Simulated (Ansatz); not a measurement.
Crystal: CdSe.

```
Cd Se
1.0
     0.00000    2.87396    2.87396
     2.87396    0.00000    2.87396
     2.87396    2.87396    0.00000
Cd Se
1 1
Direct
  0.00000 0.00000 0.00000
  0.50000 0.50000 0.50000
```

Measurements of this composition are mostly on another form, of space group No. 186.

Base run:

* Program: Ansatz 0.2.0
* Functional: BLYP
* Potentials or basis: Ansatz PAW
* Cutoff: 420 eV (not typed: the program's choice for these potentials)
* k mesh: 8 × 8 × 8
* Occupations: fermi-dirac, width 0.05 eV
* Spin: no spin polarisation

Its results: band gap on the k mesh none (metal or under the smearing width); pressure 3.7 GPa.

Problem. The run is repeated on the same cell with these changes: functional from BLYP to r2SCAN; cutoff from 420 eV (not typed: the program's choice for these potentials) to 500 eV (not typed: the program's choice for these potentials). What comes out?

Solution. Band gap on the k mesh none (metal or under the smearing width); pressure -2.1 GPa.

Caveats: the PAW data sets come from PBE, with cores solved anew for the run's functional, which leaves a small shift of forces and pressure.
